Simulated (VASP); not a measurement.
# Cs2SnI6 (Fm-3m) in VASP: a series of runs, part 2 of 2

VASP 6.6.1. Earlier steps stand in the parts before.

### Step 3. Relaxation of cell and atoms, PBE

This run uses another cell than the first one, of 48.47 Å³/atom, 1.110 times its volume.

Input file INCAR:

```
SYSTEM = Cs2SnI6
PREC = Accurate
ENCUT = 600
EDIFF = 1E-7
ISMEAR = 0
SIGMA = 0.03
LREAL = .False.
LASPH = .True.
NELM = 80
ALGO = Normal
ISIF = 3
LWAVE = .False.
LCHARG = .False.
GGA = PE
IBRION = 2
NSW = 90
EDIFFG = -0.005
KPAR = 2
```

Input file KPOINTS:

```
Automatic mesh
0
Gamma
  6 6 6
  0 0 0
```

Input file POSCAR:

```
Cs2SnI6                                 
1.0
    0.0000000000      6.0193449071      6.0193449071
    6.0193449071      0.0000000000      6.0193449071
    6.0193449071      6.0193449071      0.0000000000
  Cs              Sn              I             
     2     1     6
Direct
     0.2500000000000000    0.2500000000000000    0.2500000000000000
     0.7500000000000000    0.7500000000000000    0.7500000000000000
     0.0000000000000000    0.0000000000000000    0.0000000000000000
     0.7583348456139805    0.2416651543860195    0.2416651543860195
     0.2416651543860195    0.7583348456139805    0.2416651543860195
     0.2416651543860195    0.7583348456139805    0.7583348456139805
     0.7583348456139805    0.2416651543860195    0.7583348456139805
     0.2416651543860195    0.2416651543860195    0.7583348456139803
     0.7583348456139805    0.7583348456139805    0.2416651543860195
```

Potentials or basis: VASP PAW PBE potentials, release 64 (Cs_sv, Sn_d, I).

Command:

```
> cat potpaw_PBE.64/Cs_sv/POTCAR potpaw_PBE.64/Sn_d/POTCAR potpaw_PBE.64/I/POTCAR > POTCAR
> mpirun -np 2 vasp_std > vasp.out
```

OUTCAR:

```text
SYSTEM = Cs2SnI6
   PREC = Accurate
   ENCUT = 600
   EDIFF = 1E-7
   ISMEAR = 0
   LREAL = .False.
   LASPH = .True.
   NELM = 80
   ISIF = 3
   GGA = PE
   IBRION = 2
   NSW = 90
   EDIFFG = -0.005

 ion  position               nearest neighbor table
   1  0.250  0.250  0.250-
   2  0.750  0.750  0.750-
   3  0.000  0.000  0.000-   4 2.91   5 2.91   6 2.91   7 2.91   8 2.91   9 2.91
   4  0.758  0.242  0.242-   3 2.91
   5  0.242  0.758  0.242-   3 2.91
   6  0.242  0.758  0.758-   3 2.91
   7  0.758  0.242  0.758-   3 2.91
   8  0.242  0.242  0.758-   3 2.91
   9  0.758  0.758  0.242-   3 2.91

  LATTYP: Found a face centered cubic cell.
 ALAT       =    12.0386898142

  Lattice vectors:

 A1 = (   0.0000000000,   6.0193449071,   6.0193449071)
 A2 = (   6.0193449071,   0.0000000000,   6.0193449071)
 A3 = (   6.0193449071,   6.0193449071,   0.0000000000)

Analysis of symmetry for initial positions (statically):
=====================================================================
 Subroutine PRICEL returns:
 Original cell was already a primitive cell.

 Routine SETGRP: Setting up the symmetry group for a
 face centered cubic supercell.

 Subroutine GETGRP returns: Found 48 space group operations
 (whereof 48 operations were pure point group operations)
 out of a pool of 48 trial point group operations.

The static configuration has the point symmetry O_h .

Analysis of symmetry for dynamics (positions and initial velocities):
=====================================================================
 Subroutine PRICEL returns:
 Original cell was already a primitive cell.

 Routine SETGRP: Setting up the symmetry group for a
 face centered cubic supercell.

 Subroutine GETGRP returns: Found 48 space group operations
 (whereof 48 operations were pure point group operations)
 out of a pool of 48 trial point group operations.

The dynamic configuration has the point symmetry O_h .

 Subroutine INISYM returns: Found 48 space group operations
 (whereof 48 operations are pure point group operations),
 and found     1 'primitive' translations

----------------------------------------------------------------------------------------

                                     Primitive cell

  volume of cell :     436.1920

  direct lattice vectors                    reciprocal lattice vectors
     0.000000000  6.019344907  6.019344907    -0.083065518  0.083065518  0.083065518
[... 137 lines left out ...]
  ext. energy  EPLUGINS =         0.00000000
  ---------------------------------------------------
  free energy    TOTEN  =       -22.98275535 eV

  energy without entropy =      -22.98275535  energy(sigma->0) =      -22.98275535

------------------------ aborting loop because EDIFF is reached ----------------------------------------

  FORCE on cell =-STRESS in cart. coord.  units (eV):
  Direction    XX          YY          ZZ          XY          YZ          ZX
  --------------------------------------------------------------------------------------
  -------------------------------------------------------------------------------------
  Total        0.0732062      0.0732062      0.0732062     -0.0000000     -0.0000000     -0.0000000
  in kB        0.2688938      0.2688938      0.2688938     -0.0000000     -0.0000000     -0.0000000
  external PRESSURE =       0.2688938 kB  Pullay stress =       0.0000000 kB

 VOLUME and BASIS-vectors are now :
 -----------------------------------------------------------------------------
  energy-cutoff  :      600.00
  volume of cell :      436.19
      direct lattice vectors                 reciprocal lattice vectors
     0.000000000  6.019344907  6.019344907    -0.083065518  0.083065518  0.083065518
     6.019344907  0.000000000  6.019344907     0.083065518 -0.083065518  0.083065518
     6.019344907  6.019344907  0.000000000     0.083065518  0.083065518 -0.083065518

 POSITION                                       TOTAL-FORCE (eV/Angst)
 -----------------------------------------------------------------------------------
      3.00967      3.00967      3.00967        -0.000000      0.000000     -0.000000
      9.02902      9.02902      9.02902         0.000000      0.000000     -0.000000
      0.00000      0.00000      0.00000         0.000000      0.000000      0.000000
      2.90933      6.01934      6.01934         0.008564      0.000000      0.000000
      6.01934      2.90933      6.01934         0.000000      0.008564      0.000000
      9.12936      6.01934      6.01934        -0.008564      0.000000      0.000000
      6.01934      9.12936      6.01934         0.000000     -0.008564      0.000000
      6.01934      6.01934      2.90933         0.000000      0.000000      0.008564
      6.01934      6.01934      9.12936         0.000000      0.000000     -0.008564
 -----------------------------------------------------------------------------------
    total drift:                               -0.000000     -0.000000     -0.000000

  FREE ENERGIE OF THE ION-ELECTRON SYSTEM (eV)
  ---------------------------------------------------
  free  energy   TOTEN  =       -22.9827553498 eV

  energy  without entropy=      -22.9827553498  energy(sigma->0) =      -22.98275535

--------------------------------------- Ionic step        2  -------------------------------------------

 number of electron      74.0000002 magnetization

 Free energy of the ion-electron system (eV)
  ---------------------------------------------------
  ext. energy  EPLUGINS =         0.00000000
  ---------------------------------------------------
  free energy    TOTEN  =       -22.98281143 eV

  energy without entropy =      -22.98281143  energy(sigma->0) =      -22.98281143

 E-fermi :   1.2244     XC(G=0):  -7.4868

 val. band max:        1.0935424867   @ k =   0.0000   0.0000   0.0000
 cond. band min:       1.3557157196   @ k =   0.0000   0.0000   0.0000
 fundamental gap:      0.2621732329
 Fermi energy:         1.2244353697

 k-point     1 :       0.0000    0.0000    0.0000
  band No.  band energies     occupation
      1     -20.2564      2.00000
      2     -20.2564      2.00000
      3     -20.2145      2.00000
      4     -20.2145      2.00000
      5     -20.2145      2.00000
      6     -19.4007      2.00000
[... 741 lines left out ...]
     43       7.0164      0.00000
     44       7.1408      0.00000

------------------------ aborting loop because EDIFF is reached ----------------------------------------

  FORCE on cell =-STRESS in cart. coord.  units (eV):
  Direction    XX          YY          ZZ          XY          YZ          ZX
  --------------------------------------------------------------------------------------
  -------------------------------------------------------------------------------------
  Total        0.0077004      0.0077004      0.0077004      0.0000000      0.0000000     -0.0000000
  in kB        0.0282510      0.0282510      0.0282510      0.0000000      0.0000000     -0.0000000
  external PRESSURE =       0.0282510 kB  Pullay stress =       0.0000000 kB

 VOLUME and BASIS-vectors are now :
 -----------------------------------------------------------------------------
  energy-cutoff  :      600.00
  volume of cell :      436.71
      direct lattice vectors                 reciprocal lattice vectors
    -0.000000000  6.021706939  6.021706939    -0.083032935  0.083032935  0.083032935
     6.021706939 -0.000000000  6.021706939     0.083032935 -0.083032935  0.083032935
     6.021706939  6.021706939 -0.000000000     0.083032935  0.083032935 -0.083032935

 POSITION                                       TOTAL-FORCE (eV/Angst)
 -----------------------------------------------------------------------------------
      3.01085      3.01085      3.01085         0.000000      0.000000      0.000000
      9.03256      9.03256      9.03256        -0.000000      0.000000     -0.000000
      6.02171     -0.00000      6.02171        -0.000000      0.000000     -0.000000
      2.91089      6.02171      6.02171         0.000164      0.000000     -0.000000
      6.02171      2.91089      6.02171        -0.000000      0.000164     -0.000000
      9.13253      6.02171      6.02171        -0.000164      0.000000      0.000000
      6.02171      9.13253      6.02171        -0.000000     -0.000164      0.000000
      6.02171      6.02171      2.91089        -0.000000      0.000000      0.000164
      6.02171      6.02171      9.13253        -0.000000      0.000000     -0.000164
 -----------------------------------------------------------------------------------
    total drift:                                0.000000      0.000000      0.000000

  FREE ENERGIE OF THE ION-ELECTRON SYSTEM (eV)
  ---------------------------------------------------
  free  energy   TOTEN  =       -22.9828114344 eV

  energy  without entropy=      -22.9828114344  energy(sigma->0) =      -22.98281143

 reached required accuracy - stopping structural energy minimisation
```

Run time: 7.5 min. Hardware: 2 MPI ranks of Intel Xeon Platinum 8488C (Sapphire Rapids), shared host; peak memory 0.97 GiB.

What came out:

```
Free energy                            : -22.9828 eV
Relaxed volume                         : 48.52 Å³/atom
Relaxed cell                           : a = 8.516 Å, b = 8.516 Å, c = 8.516 Å, α = 60.00°, β = 60.00°, γ = 60.00°
Space group after relaxing (to 0.05 Å) : Fm-3m (No. 225)
Energy gained by relaxing              : 0.0 meV/atom
Ionic steps                            : 2
Pressure after relaxing                : 0.0 GPa
Band gap on the k mesh                 : 0.26 eV, direct
```

Final structure:
```yaml
crystal:
  lattice:
    - [0.00000, 6.02171, 6.02171]
    - [6.02171, 0.00000, 6.02171]
    - [6.02171, 6.02171, 0.00000]
  atoms:
    - { symbol: Cs, position: [0.25000, 0.25000, 0.25000] }
    - { symbol: Cs, position: [0.75000, 0.75000, 0.75000] }
    - { symbol: Sn, position: [0.00000, 0.00000, 0.00000] }
    - { symbol: I, position: [0.75830, 0.24170, 0.24170] }
    - { symbol: I, position: [0.24170, 0.75830, 0.24170] }
    - { symbol: I, position: [0.24170, 0.75830, 0.75830] }
    - { symbol: I, position: [0.75830, 0.24170, 0.75830] }
    - { symbol: I, position: [0.24170, 0.24170, 0.75830] }
    - { symbol: I, position: [0.75830, 0.75830, 0.24170] }
```

Caveat: spin-orbit coupling is left out, which moves the levels of the heavy elements. PBE gaps usually lie below the measured ones, often by a third to a half.
